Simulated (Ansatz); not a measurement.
# Molecular dynamics of NaI

Input file:

```yaml
crystal:
  lattice:
    - [0.0, 6.501687, 6.501687]
    - [6.501687, 0.0, 6.501687]
    - [6.501687, 6.501687, 0.0]
  atoms:
    - { symbol: Na, position: [0.0, 0.0, 0.0] }
    - { symbol: I, position: [0.25, 0.25, 0.25] }
    - { symbol: Na, position: [0.0, 0.0, 0.5] }
    - { symbol: I, position: [0.25, 0.25, 0.75] }
    - { symbol: Na, position: [0.0, 0.5, 0.0] }
    - { symbol: I, position: [0.25, 0.75, 0.25] }
    - { symbol: Na, position: [0.0, 0.5, 0.5] }
    - { symbol: I, position: [0.25, 0.75, 0.75] }
    - { symbol: Na, position: [0.5, 0.0, 0.0] }
    - { symbol: I, position: [0.75, 0.25, 0.25] }
    - { symbol: Na, position: [0.5, 0.0, 0.5] }
    - { symbol: I, position: [0.75, 0.25, 0.75] }
    - { symbol: Na, position: [0.5, 0.5, 0.0] }
    - { symbol: I, position: [0.75, 0.75, 0.25] }
    - { symbol: Na, position: [0.5, 0.5, 0.5] }
    - { symbol: I, position: [0.75, 0.75, 0.75] }
basis:
  ecutwfc: 420.0
kpoints:
  mp_grid: { grid: [1, 1, 1] }
hamiltonian:
  xc: pbe
scf:
  occupations: { method: fermi_dirac, width: 0.05 }
  lower_state_search: "off"
md:
  timestep: 3.0
  n_steps: 150
  ensemble: nvt_langevin
  temperature: 1200.0
  initial_velocities: maxwell_boltzmann
  seed: 30256
  friction: 0.01
```

Launched with:

```bash
$ ansatz run input.yaml --threads 1 --pin off --max-ram 3072MiB --backend cpu --events-out ev --progress --plain --runs-dir out
```

It starts from a structure without forces on its atoms.

Output, in part (step lines):

```
md step     0: t =     0.00 fs  T =  1125.0 K  F+E_penalty+E_count = -72011.83028789 eV  E_kin = 2.326680 eV  (8 SCF iters)
md step     1: t =     3.00 fs  T =  1151.3 K  F+E_penalty+E_count = -72011.82468321 eV  E_kin = 2.380971 eV  (7 SCF iters)
md step     2: t =     6.00 fs  T =  1187.8 K  F+E_penalty+E_count = -72011.80784330 eV  E_kin = 2.456640 eV  (7 SCF iters)
md step     3: t =     9.00 fs  T =  1176.3 K  F+E_penalty+E_count = -72011.78153530 eV  E_kin = 2.432792 eV  (7 SCF iters)
md step     4: t =    12.00 fs  T =  1131.5 K  F+E_penalty+E_count = -72011.74467251 eV  E_kin = 2.340201 eV  (7 SCF iters)
md step     5: t =    15.00 fs  T =  1069.2 K  F+E_penalty+E_count = -72011.69697910 eV  E_kin = 2.211272 eV  (6 SCF iters)
md step     6: t =    18.00 fs  T =   985.4 K  F+E_penalty+E_count = -72011.64134047 eV  E_kin = 2.038067 eV  (6 SCF iters)
md step     7: t =    21.00 fs  T =  1022.9 K  F+E_penalty+E_count = -72011.57547604 eV  E_kin = 2.115529 eV  (6 SCF iters)
[... lines left out ...]
md step   149: t =   447.00 fs  T =  1225.9 K  F+E_penalty+E_count = -72009.41370622 eV  E_kin = 2.535409 eV  (6 SCF iters)
md step   150: t =   450.00 fs  T =  1197.5 K  F+E_penalty+E_count = -72009.35323817 eV  E_kin = 2.476611 eV  (7 SCF iters)
```

The steps, from the saved trajectory:

```tsv
time (fs)	T (K)	potential energy less start (eV)
0.0	1125	0.000
15.0	1069	0.133
30.0	822	0.481
45.0	641	0.867
60.0	992	1.185
75.0	1181	1.231
90.0	1169	1.174
105.0	1366	1.065
120.0	1365	1.050
135.0	1503	1.149
150.0	1537	1.579
165.0	1474	2.302
180.0	1498	2.442
195.0	1696	2.046
210.0	1667	1.987
225.0	1290	2.292
240.0	1331	2.213
255.0	1684	2.011
270.0	1674	2.169
285.0	1318	2.570
300.0	1202	2.765
315.0	1086	2.913
330.0	806	2.740
345.0	1180	2.366
360.0	1061	2.173
375.0	961	2.246
390.0	1179	2.201
405.0	1296	2.218
420.0	1243	2.224
435.0	1262	2.276
450.0	1197	2.477
```

All steps were run. A run of 0.45 ps of so small a system gives no equilibrium averages. Limits of this set-up: coarse k mesh.

Mean squared displacements from the first frame to the last, about the centre of mass: Na 1.61 Å², I 1.66 Å².

Last frame:

```xyz
16
Lattice="0.0000 6.5017 6.5017 6.5017 0.0000 6.5017 6.5017 6.5017 0.0000" Properties=species:S:1:pos:R:3
Na 1.198 -0.617 -0.238
I 3.641 2.988 3.662
Na 2.510 3.652 -1.591
I 7.281 5.949 4.192
Na 3.328 -0.064 3.733
I 6.557 1.637 7.431
Na 6.406 3.197 2.192
I 9.562 5.715 6.870
Na 0.358 3.733 3.347
I 3.556 7.238 5.634
Na 4.602 6.515 2.716
I 5.738 10.373 6.085
Na 1.942 1.956 5.969
I 7.464 7.215 9.718
Na 5.962 6.072 7.056
I 9.916 10.258 8.034
```

Time of the run: 12 min on 1 thread of Arm Neoverse V1, with other jobs on the host, peak memory 0.62 GiB.
